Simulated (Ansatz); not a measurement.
Crystal: HgSe.

```xyz
2
Lattice="0.0000 3.0390 3.0390 3.0390 0.0000 3.0390 3.0390 3.0390 0.0000" Properties=species:S:1:pos:R:3 pbc="T T T"
Hg    0.0000    0.0000    0.0000
Se    4.5585    4.5585    4.5585
```

Base run:

```yaml
Program: Ansatz 0.2.0
Functional: PBEsol
Potentials_or_basis: all-electron LAPW, inner shells corrected to Dirac's equation
Cutoff: 278 eV (chosen from the basis error)
Basis_error_allowed: 0.001 eV/atom
k_mesh: 8 × 8 × 8
Occupations: fermi-dirac, width 0.05 eV
Spin: no spin polarisation
```

Its results: pressure 1.5 GPa.

Question: The run is repeated on the same cell with these changes: potentials or basis from all-electron LAPW, inner shells corrected to Dirac's equation to all-electron LAPW, non-relativistic. What comes out?

Answer: Pressure 7.8 GPa.

Caveats: relativity is left out, which matters for the heavier elements (some runs).
